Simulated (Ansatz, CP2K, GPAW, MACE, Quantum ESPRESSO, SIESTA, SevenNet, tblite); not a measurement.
# CP2K runs on twisted graphene bilayer, 46.83° (76 atoms), part 2 of 4

Aim: run twisted graphene bilayer, 46.83° (76 atoms) in CP2K and see how near its forces come to a plane-wave reference, and at what cost.

Program: CP2K 2026.2; the method stands at each step. Banners and routine set-up lines are dropped from the logs; longer cuts are marked.

So far. Step 2 (PBE, DZVP-MOLOPT-SR, 450/50 Ry, diagonalisation): Forces lie 1.6 % from the reference's, at 0.74 times its CPU time (on 2 against 4 cores). Step 3 (GFN1-xTB, diagonalisation): Against the first run (1.6 %), the force difference from the reference is 5.7 %, at 0.0077 times the CPU time (on 1 against 2 cores); the model has changed, so this is no error of the program alone.

### 4. PBE, SZV-MOLOPT-SR, 450/50 Ry, diagonalisation

Method: Kohn-Sham DFT, PBE, GTH-PBE pseudopotentials, Gaussian and plane waves, SZV-MOLOPT-SR-GTH, diagonalisation.

The input, input.inp:

```
&GLOBAL
  PROJECT cell
  RUN_TYPE ENERGY_FORCE
  PRINT_LEVEL LOW
&END GLOBAL
&FORCE_EVAL
  METHOD QS
  &DFT
    BASIS_SET_FILE_NAME BASIS_MOLOPT
    POTENTIAL_FILE_NAME GTH_POTENTIALS
    &MGRID
      CUTOFF 450
      REL_CUTOFF 50
    &END MGRID
    &QS
      EPS_DEFAULT 1.0E-12
    &END QS
    &SCF
      SCF_GUESS ATOMIC
      EPS_SCF 1.0E-06
      MAX_SCF 200
      ADDED_MOS 34
      &DIAGONALIZATION
        ALGORITHM STANDARD
      &END DIAGONALIZATION
      &SMEAR ON
        METHOD FERMI_DIRAC
        ELECTRONIC_TEMPERATURE [K] 580
      &END SMEAR
      &MIXING
        METHOD BROYDEN_MIXING
        ALPHA 0.15
        NBROYDEN 8
      &END MIXING
      &PRINT
        &RESTART OFF
        &END RESTART
      &END PRINT
    &END SCF
    &XC
      &XC_FUNCTIONAL PBE
      &END XC_FUNCTIONAL
    &END XC
    &PRINT
      &MULLIKEN ON
      &END MULLIKEN
      &LOWDIN ON
      &END LOWDIN
      &MO ON
        EIGENVALUES T
        OCCUPATION_NUMBERS T
        MO_INDEX_RANGE 141 164
        &EACH
          QS_SCF 0
        &END EACH
        ADD_LAST NUMERIC
      &END MO
    &END PRINT
  &END DFT
  &SUBSYS
    &CELL
      A 10.72290 0.00000 0.00000
      B -5.36145 9.28630 0.00000
      C 0.00000 0.00000 15.53000
    &END CELL
    &TOPOLOGY
      COORD_FILE_NAME structure.xyz
      COORD_FILE_FORMAT XYZ
    &END TOPOLOGY
    &KIND C
      BASIS_SET SZV-MOLOPT-SR-GTH-q4
      POTENTIAL GTH-PBE-q4
    &END KIND
  &END SUBSYS
  &PRINT
    &FORCES ON
    &END FORCES
  &END PRINT
&END FORCE_EVAL
```

The input, structure.xyz:

```xyz
76

[... 76 atom lines left out: the same atoms as in the first run ...]
```

The run is started by

```console
OMP_NUM_THREADS=1 cp2k.psmp -i input.inp > output.txt
```

Output:

```text
CP2K| version string:                                       CP2K version 2026.2
 CP2K| Input file name                                                 input.inp
 GLOBAL| Basis set file name                                        BASIS_MOLOPT
 GLOBAL| Potential file name                                      GTH_POTENTIALS
 GLOBAL| Run type                                                   ENERGY_FORCE
 GLOBAL| Total number of message passing processes                             1
 GLOBAL| Number of threads for this process                                    1
[... lines left out ...]
                        Smear method:                                FERMI_DIRAC
[... lines left out ...]
 Number of electrons:                                                        304
[... lines left out ...]
  Step     Update method      Time    Convergence         Total energy    Change
[... lines left out ...]
  *** SCF run converged in    23 steps ***
[... lines left out ...]
  Fermi energy:                                                 0.044318
  Total energy:                                              -431.099837
  Total energy (extrapolated to T->0):                       -431.099837
[... lines left out ...]
 MO| E(Fermi):            0.044318 a.u.          1.205955 eV
[... lines left out ...]
       2     C        1          4.018322                             -0.018322
       3     C        1          3.999497                              0.000503
[...]
# Total charge                            304.000000                  0.000000
 !-----------------------------------------------------------------------------!
 LOWDIN POPULATION ANALYSIS
 #  Atom  Element  Kind  Atomic population                           Net charge
[...]
75     C        1          4.005118                             -0.005118
      76     C        1          3.998136                              0.001864
 # Total charge                            304.000000                 -0.000000
 ENERGY| Total FORCE_EVAL ( QS ) energy [hartree]           -431.099797
 FORCES| Atomic forces [hartree/bohr]
 FORCES|   Atom     x               y               z               |f|
 FORCES|      1 -3.05893551E-02  9.45596371E-02  3.23824268E-02   1.04526816E-01
 FORCES|      2 -1.78232236E-02 -8.16360696E-02 -3.88345448E-03   8.36492462E-02
 FORCES|      3  6.10338986E-02 -1.02551227E-02  4.87342586E-03   6.20810325E-02
[...]
FORCES|     75  1.22720776E-01  3.99871058E-02  2.66138528E-03   1.29098568E-01
 FORCES|     76 -3.32359205E-02  6.73664080E-02  2.50865236E-02   7.91971780E-02
 FORCES| Sum    -1.76169025E-04 -6.04488293E-05  3.68456784E-05
 FORCES| Total atomic force                                       1.89860977E-04
```

Run time: 2.9 min. Hardware: 1 thread of Arm Neoverse V2, shared host; peak memory 2.8 GiB.

Numbers from this run, and their distance from the reference:

* r.m.s. force component: 3.765 eV/Å
* r.m.s. difference of force components: 790.1 meV/Å
* longest difference of force vectors: 3250 meV/Å
* force difference over r.m.s. force: 26.49 %
* slope of forces against the reference's: 1.262
* correlation of force components: 0.9995

This is a coarse setting, run to see what it loses.

Against the first run (1.6 %), the force difference from the reference is 26 %, at 0.60 times the CPU time (on 1 against 2 cores), with 304 basis functions against 988: the smaller basis costs accuracy.

### 5. PBE, TZV2P-UZH, 450/50 Ry, diagonalisation

Method: Kohn-Sham DFT, PBE, GTH-PBE pseudopotentials, Gaussian and plane waves, TZV2P-MOLOPT (UZH set), diagonalisation.

Edit input.inp of step 4 so:

```diff
@@ -8,4 +8,4 @@
   &DFT
-    BASIS_SET_FILE_NAME BASIS_MOLOPT
-    POTENTIAL_FILE_NAME GTH_POTENTIALS
+    BASIS_SET_FILE_NAME BASIS_MOLOPT_UZH
+    POTENTIAL_FILE_NAME POTENTIAL_UZH
     &MGRID
@@ -70,3 +70,3 @@
     &KIND C
-      BASIS_SET SZV-MOLOPT-SR-GTH-q4
+      BASIS_SET TZV2P-MOLOPT-PBE-GTH-q4
       POTENTIAL GTH-PBE-q4
```

structure.xyz is that of step 4.

The run is started by

```console
OMP_NUM_THREADS=1 mpirun -np 4 cp2k.psmp -i input.inp > output.txt
```

Output:

```text
CP2K| version string:                                       CP2K version 2026.2
 CP2K| Input file name                                                 input.inp
 GLOBAL| Basis set file name                                    BASIS_MOLOPT_UZH
 GLOBAL| Potential file name                                       POTENTIAL_UZH
 GLOBAL| Run type                                                   ENERGY_FORCE
 GLOBAL| Total number of message passing processes                             4
 GLOBAL| Number of threads for this process                                    1
 TOTAL NUMBERS AND MAXIMUM NUMBERS
  Total number of            - Atomic kinds:                                   1
                             - Atoms:                                         76
[... lines left out ...]
                        Smear method:                                FERMI_DIRAC
[... lines left out ...]
 Number of electrons:                                                        304
[... lines left out ...]
  Step     Update method      Time    Convergence         Total energy    Change
[... lines left out ...]
  *** SCF run converged in    23 steps ***
[... lines left out ...]
  Fermi energy:                                                 0.00809073
  Total energy:                                              -432.540826
  Total energy (extrapolated to T->0):                       -432.540826
[... lines left out ...]
 MO|    164               0.097835               2.662230               0.000000
 MO| Sum:                                                             304.000000
 MO| E(Fermi):            0.008091 a.u.          0.220160 eV
 !-----------------------------------------------------------------------------!
                     Mulliken Population Analysis
 #  Atom  Element  Kind  Atomic population                           Net charge
       1     C        1          4.006191                             -0.006191
       2     C        1          4.021556                             -0.021556
       3     C        1          3.959021                              0.040979
[...]
# Total charge                            304.000000                 -0.000000
 !-----------------------------------------------------------------------------!
 LOWDIN POPULATION ANALYSIS
 #  Atom  Element  Kind  Atomic population                           Net charge
[...]
75     C        1          4.028470                             -0.028470
      76     C        1          3.986019                              0.013981
 # Total charge                            304.000000                 -0.000000
 ENERGY| Total FORCE_EVAL ( QS ) energy [hartree]           -432.540803
 FORCES| Atomic forces [hartree/bohr]
 FORCES|   Atom     x               y               z               |f|
 FORCES|      1 -2.46347488E-02  7.21468249E-02  2.60288806E-02   8.05576677E-02
 FORCES|      2 -1.35310777E-02 -6.48822155E-02 -2.86569629E-03   6.63400645E-02
 FORCES|      3  5.02330076E-02 -9.64330127E-03  3.41526375E-03   5.12641429E-02
[...]
FORCES|     75  9.78122555E-02  3.08663867E-02  2.84465619E-03   1.02606351E-01
 FORCES|     76 -3.16510953E-02  5.34060577E-02  2.03254755E-02   6.53232255E-02
 FORCES| Sum    -2.04654687E-04 -7.38244149E-05  6.21660109E-05
 FORCES| Total atomic force                                       2.26270188E-04
```

Wall time 3.7 min (4 MPI ranks); peak memory 4.5 GiB.

Compared with the plane-wave run:

* r.m.s. force component: 2.987 eV/Å
* r.m.s. difference of force components: 15.33 meV/Å
* longest difference of force vectors: 67.7 meV/Å
* force difference over r.m.s. force: 0.5139 %
* slope of forces against the reference's: 1.002
* correlation of force components: 1

Against the first run (1.6 %), the force difference from the reference is 0.51 %, at 3.1 times the CPU time (on 4 against 2 cores), with 2204 basis functions against 988: the larger basis brings the forces nearer.

### 6. PBE, DZVP-UZH, 450/50 Ry, diagonalisation

Method: Kohn-Sham DFT, PBE, GTH-PBE pseudopotentials, Gaussian and plane waves, DZVP-MOLOPT (UZH set), diagonalisation.

Edit input.inp of step 5 so:

```diff
@@ -65,8 +65,7 @@
     &END CELL
-    &TOPOLOGY
-      COORD_FILE_NAME structure.xyz
-      COORD_FILE_FORMAT XYZ
-    &END TOPOLOGY
+    &COORD
+[... 76 atom lines left out: the same atoms as in the first run ...]
+    &END COORD
     &KIND C
-      BASIS_SET TZV2P-MOLOPT-PBE-GTH-q4
+      BASIS_SET DZVP-MOLOPT-PBE-GTH-q4
       POTENTIAL GTH-PBE-q4
```

Output:

```text
CP2K| version string:                                       CP2K version 2026.2
 CP2K| Input file name                                                 input.inp
 GLOBAL| Basis set file name                                    BASIS_MOLOPT_UZH
 GLOBAL| Potential file name                                       POTENTIAL_UZH
[... lines left out ...]
                        Smear method:                                FERMI_DIRAC
[... lines left out ...]
 Number of electrons:                                                        304
[... lines left out ...]
  Step     Update method      Time    Convergence         Total energy    Change
[... lines left out ...]
  *** SCF run converged in    23 steps ***
[... lines left out ...]
  Fermi energy:                                                 0.00383681
  Total energy:                                              -432.409181
  Total energy (extrapolated to T->0):                       -432.409181
[... lines left out ...]
 MO| E(Fermi):            0.003837 a.u.          0.104405 eV
[... lines left out ...]
      75     C        1          4.010757                             -0.010757
      76     C        1          3.991503                              0.008497
 # Total charge                            304.000000                 -0.000000
 ENERGY| Total FORCE_EVAL ( QS ) energy [hartree]           -432.409192
 FORCES| Atomic forces [hartree/bohr]
 FORCES|   Atom     x               y               z               |f|
 FORCES|      1 -2.49885047E-02  7.31986467E-02  2.59932414E-02   8.15972784E-02
 FORCES|      2 -1.36017436E-02 -6.57632449E-02 -2.88864148E-03   6.72172304E-02
 FORCES|      3  5.08627942E-02 -9.81007481E-03  3.31917900E-03   5.19064384E-02
[...]
FORCES|     75  9.92156880E-02  3.13145004E-02  2.80303305E-03   1.04077892E-01
 FORCES|     76 -3.21642527E-02  5.41128806E-02  2.02639411E-02   6.61314623E-02
 FORCES| Sum    -1.93573569E-04 -6.74424802E-05  6.49981153E-05
 FORCES| Total atomic force                                       2.15044111E-04
```

Elapsed: 91 s, on 4 MPI ranks; peak memory 3.8 GiB.

Against the reference:

- r.m.s. force component: 3.027 eV/Å
- r.m.s. difference of force components: 48.47 meV/Å
- longest difference of force vectors: 156.2 meV/Å
- force difference over r.m.s. force: 1.625 %
- slope of forces against the reference's: 1.015
- correlation of force components: 1

Against the first run (1.6 %), the force difference from the reference is 1.6 %, at 1.2 times the CPU time (on 4 against 2 cores), with 988 basis functions against 988.

### 7. TPSS, PBE potentials, DZVP-MOLOPT-SR, 450/50 Ry, diagonalisation

Method: Kohn-Sham DFT, TPSS, GTH-PBE pseudopotentials, Gaussian and plane waves, DZVP-MOLOPT-SR-GTH, diagonalisation.

Edit input.inp of step 6 so:

```diff
@@ -8,4 +8,4 @@
   &DFT
-    BASIS_SET_FILE_NAME BASIS_MOLOPT_UZH
-    POTENTIAL_FILE_NAME POTENTIAL_UZH
+    BASIS_SET_FILE_NAME BASIS_MOLOPT
+    POTENTIAL_FILE_NAME GTH_POTENTIALS
     &MGRID
@@ -40,3 +40,3 @@
     &XC
-      &XC_FUNCTIONAL PBE
+      &XC_FUNCTIONAL TPSS
       &END XC_FUNCTIONAL
@@ -66,6 +66,31 @@
     &COORD
-[... 76 atom lines left out: the same atoms as in the first run ...]
+      SCALED
+      C 0.17339 0.76857 0.38610
+      C 0.19758 0.65484 0.39017
+      C 0.27697 0.03810 0.39085
+      C 0.30194 0.92077 0.39356
+      C 0.11757 0.13445 0.39171
+      C 0.13551 0.00944 0.38847
+      C 0.22345 0.40253 0.39453
+      C 0.24994 0.28070 0.39331
+      C 0.33490 0.67340 0.39073
+      C 0.34965 0.54205 0.39304
+      C 0.43229 0.92271 0.38907
+      C 0.45152 0.81758 0.39009
+      C 0.39253 0.29861 0.39193
+      C 0.40412 0.17639 0.39271
+      C 0.49566 0.56873 0.38862
+      C 0.51093 0.45280 0.38494
+      C 0.59524 0.82940 0.39071
+      C 0.61303 0.69644 0.39058
+      C 0.70738 0.08653 0.38737
+      C 0.71687 0.96370 0.39224
+[... 52 atom lines left out ...]
+      C 0.91000 0.28963 0.60950
+      C 0.93335 0.43331 0.61106
+      C 0.96007 0.71749 0.60870
+      C 0.98437 0.85737 0.60804
     &END COORD
     &KIND C
-      BASIS_SET DZVP-MOLOPT-PBE-GTH-q4
+      BASIS_SET DZVP-MOLOPT-SR-GTH-q4
       POTENTIAL GTH-PBE-q4
```

The run is started by

```console
OMP_NUM_THREADS=2 cp2k.psmp -i input.inp > output.txt
```

Output:

```text
CP2K| version string:                                       CP2K version 2026.2
 CP2K| Input file name                                                 input.inp
 GLOBAL| Basis set file name                                        BASIS_MOLOPT
 GLOBAL| Potential file name                                      GTH_POTENTIALS
 GLOBAL| Run type                                                   ENERGY_FORCE
 GLOBAL| Total number of message passing processes                             1
 GLOBAL| Number of threads for this process                                    2
[... lines left out ...]
                        Smear method:                                FERMI_DIRAC
[... lines left out ...]
 Number of electrons:                                                        304
[... lines left out ...]
  Step     Update method      Time    Convergence         Total energy    Change
[... lines left out ...]
  *** SCF run converged in    22 steps ***
[... lines left out ...]
  Fermi energy:                                                 0.00510644
  Total energy:                                              -432.070591
  Total energy (extrapolated to T->0):                       -432.070591
[... lines left out ...]
 MO| E(Fermi):            0.005106 a.u.          0.138953 eV
[... lines left out ...]
       2     C        1          3.998355                              0.001645
       3     C        1          4.006833                             -0.006833
[...]
# Total charge                            304.000000                 -0.000000
 !-----------------------------------------------------------------------------!
 LOWDIN POPULATION ANALYSIS
 #  Atom  Element  Kind  Atomic population                           Net charge
[...]
75     C        1          4.013520                             -0.013520
      76     C        1          3.991284                              0.008716
 # Total charge                            304.000000                 -0.000000
 ENERGY| Total FORCE_EVAL ( QS ) energy [hartree]           -432.070484
 FORCES| Atomic forces [hartree/bohr]
 FORCES|   Atom     x               y               z               |f|
 FORCES|      1 -2.52530416E-02  7.35860225E-02  2.66638690E-02   8.22409917E-02
 FORCES|      2 -1.36910580E-02 -6.60811993E-02 -2.27192690E-03   6.75228230E-02
 FORCES|      3  5.11918414E-02 -9.88856575E-03  3.83836391E-03   5.22792636E-02
[...]
FORCES|     75  9.97837885E-02  3.14264587E-02  2.27268693E-03   1.04640298E-01
 FORCES|     76 -3.24255571E-02  5.46343333E-02  1.98256410E-02   6.65536113E-02
 FORCES| Sum     1.89654210E-05 -1.52252516E-04  4.62268174E-04
 FORCES| Total atomic force                                       4.87065068E-04
```

Elapsed: 5.6 min, on 2 threads; peak memory 3.1 GiB; 11 min of CPU time.

Compared with the plane-wave run:

| Item | Value |
| --- | --- |
| r.m.s. force component | 3.043 eV/Å |
| r.m.s. difference of force components | 66.09 meV/Å |
| longest difference of force vectors | 203.2 meV/Å |
| force difference over r.m.s. force | 2.216 % |
| slope of forces against the reference's | 1.02 |
| correlation of force components | 1 |

Against the first run (1.6 %), the force difference from the reference is 2.2 %, at 2.2 times the CPU time; the model has changed, so this is no error of the program alone.

### 8. BLYP, DZVP-MOLOPT-SR, 450/50 Ry, diagonalisation

Method: Kohn-Sham DFT, BLYP, GTH-BLYP pseudopotentials, Gaussian and plane waves, DZVP-MOLOPT-SR-GTH, diagonalisation.

Edit input.inp of step 7 so:

```diff
@@ -40,3 +40,3 @@
     &XC
-      &XC_FUNCTIONAL TPSS
+      &XC_FUNCTIONAL BLYP
       &END XC_FUNCTIONAL
@@ -71,3 +71,3 @@
       BASIS_SET DZVP-MOLOPT-SR-GTH-q4
-      POTENTIAL GTH-PBE-q4
+      POTENTIAL GTH-BLYP-q4
     &END KIND
```

Output:

```text
CP2K| version string:                                       CP2K version 2026.2
 CP2K| Input file name                                                 input.inp
 GLOBAL| Basis set file name                                        BASIS_MOLOPT
 GLOBAL| Potential file name                                      GTH_POTENTIALS
[... lines left out ...]
                        Smear method:                                FERMI_DIRAC
[... lines left out ...]
 Number of electrons:                                                        304
[... lines left out ...]
  Step     Update method      Time    Convergence         Total energy    Change
[... lines left out ...]
  *** SCF run converged in    23 steps ***
[... lines left out ...]
  Fermi energy:                                                 0.016863
  Total energy:                                              -430.458615
  Total energy (extrapolated to T->0):                       -430.458615
[... lines left out ...]
 MO| E(Fermi):            0.016863 a.u.          0.458874 eV
[... lines left out ...]
      75     C        1          4.013205                             -0.013205
      76     C        1          3.991510                              0.008490
 # Total charge                            304.000000                 -0.000000
 ENERGY| Total FORCE_EVAL ( QS ) energy [hartree]           -430.458601
 FORCES| Atomic forces [hartree/bohr]
 FORCES|   Atom     x               y               z               |f|
 FORCES|      1 -2.43620516E-02  7.01711105E-02  2.62817270E-02   7.87922806E-02
 FORCES|      2 -1.31457337E-02 -6.40393885E-02 -3.26981416E-03   6.54564380E-02
 FORCES|      3  5.10920896E-02 -1.13725636E-02  3.36671957E-03   5.24506589E-02
[...]
FORCES|     75  9.60978128E-02  3.06102735E-02  2.53963842E-03   1.00887206E-01
 FORCES|     76 -3.26802773E-02  5.28401690E-02  2.03611779E-02   6.53808960E-02
 FORCES| Sum    -2.03651589E-03  3.33222702E-03 -2.56635638E-03
 FORCES| Total atomic force                                       4.67304172E-03
```

Elapsed: 2.5 min, on 2 threads; peak memory 3 GiB; 4.6 min of CPU time.

Against the reference:

```yaml
r_m_s_force_component: 2.963 eV/Å
r_m_s_difference_of_force_components: 58.37 meV/Å
longest_difference_of_force_vectors: 556.2 meV/Å
force_difference_over_r_m_s_force: 1.957 %
slope_of_forces_against_the_reference_s: 0.9934
correlation_of_force_components: 0.9998
```

Against the first run (1.6 %), the force difference from the reference is 2.0 %, at 0.94 times the CPU time; the model has changed, so this is no error of the program alone.

(Part 2 of 4 ends here.)

[Long decimals in the printed logs are rounded to 6 places.]

[Also dropped from logs without a mark: lines with file paths, logging warnings of Python, QE's lines on negative density and diagonalisation, SIESTA's first energy breakdown, zero terms and Voronoi charges.]

[Logs are printed without paths, hosts, clocks, repeated set-up lines and the standing remarks that a program may print on its own settings, such as how far it seeks lower states.]

[Hosts, paths, dates, database ids (printed as entryN), source tags and the programs' standing remarks are cut or masked in the printed files.]

[Most failed runs of this program on this cell are left out, timed-out ones always.]
